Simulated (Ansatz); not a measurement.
# MgS, before and after

Recipe of this trial structure of MgS: random cell by space group and Wyckoff sites (P6mm, No. 183). Lengths were set from tabulated atomic sizes, so they are only a guess.

POSCAR.start

```
Mg S
1.0
     3.25027    0.00000    0.00000
    -1.62513    2.81481    0.00000
     0.00000    0.00000    5.01489
Mg S
1 1
Direct
  0.00000 0.00000 0.99076
  0.00000 0.00000 0.59548
```

The calculation used DFT PBE, scalar-relativistic, plane waves, PAW (Ansatz 0.2.0). Cutoff 420 eV, Gaussian smearing, Γ-centred meshes. Cell and atoms relax first on a coarse mesh and then on a converged one. In between, the cell is made exact in the group found at 0.06 Å. The steps can't lower the symmetry of their start. No spin polarisation.

POSCAR.end

```
Mg S
1.0
     6.52864    0.00000    0.00000
    -3.26432    5.65397    0.00000
     0.00000    0.00000    4.45594
Mg S
1 1
Direct
  0.00000 0.00000 0.00000
  0.00000 0.00000 0.50000
```

The symmetry goes from P6mm (No. 183) to P6/mmm (No. 191). The volume per atom grows by 258.5 %, from 22.9 to 82.2 Å³. The shortest distance goes from 1.98 Å (Mg–S) to 2.23 Å (Mg–S). The energy falls by about 1.1 eV/atom (the start's value is from the coarse mesh).

```yaml
Volume_per_atom: 82.2 Å³
Density: 0.6 g/cm³
Formation_energy: −0.394 eV/atom
Gap_on_the_6×6×6_mesh_of_the_2-atom_cell: 2.44 eV
```

The zero of energy is the elements' standard structures at the same level; no fitted shifts are applied.

The last run used Gaussian smearing of 0.02 eV. Weakly bound directions are ill-defined at this level, which has no dispersion term. The reference form of S is held partly by dispersion forces, which this level lacks. A structure relaxed within its symmetry needn't be a true minimum. In all, the 4 runs took 35 s on 1 thread of Intel(R) Xeon(R) 6975P-C (Granite Rapids), on a shared host. Another cell of MgS relaxed alike, in Fm-3m (a cell as deposited in COD), lies 1.05 eV/atom lower, so this cell isn't the stable form at this level.
